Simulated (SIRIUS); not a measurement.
The system is CuO.

```xyz
2
Lattice="2.8363 0.0000 0.0000 -1.4182 2.4563 0.0000 0.0000 0.0000 2.7681" Properties=species:S:1:pos:R:3 pbc="T T T"
Cu    0.0000    0.0000    0.0000
O     1.4182    0.8188    1.3841
```

Measurements of this composition are mostly on another form, of space group No. 15.

Base run:

| Quantity | Value |
| --- | --- |
| Program | SIRIUS 7.10.0 |
| Functional | BLYP |
| Potentials or basis | PseudoDojo 0.4.1 PBE standard (scalar relativistic) |
| Cutoff | 1254 eV |
| Density cutoff | 5016 eV |
| k mesh | 9 × 9 × 8 |
| Occupations | fermi-dirac, width 0.05 eV |
| Spin | no spin polarisation |

Its results: band gap on the k mesh none (metal or under the smearing width); pressure 6.6 GPa.

Task: The run is repeated on the same cell with these changes: functional from BLYP to RPBE; libxc names from ["XC_GGA_X_B88", "XC_GGA_C_LYP"] to ["XC_GGA_X_RPBE", "XC_GGA_C_PBE"]. What comes out?

Result: Band gap on the k mesh none (metal or under the smearing width); pressure 4.8 GPa.

Caveats: the potentials were made for another functional, which shifts forces and pressure; an odd number of electrons without spin polarisation forces a metal; a magnetic or distorted state may lie lower; the run has no spin polarisation, though such a crystal can be magnetic; semilocal functionals often make such compounds metallic where correlation or magnetic order opens a gap, which also shifts bond lengths.

Not every run made on this cell is shown here.
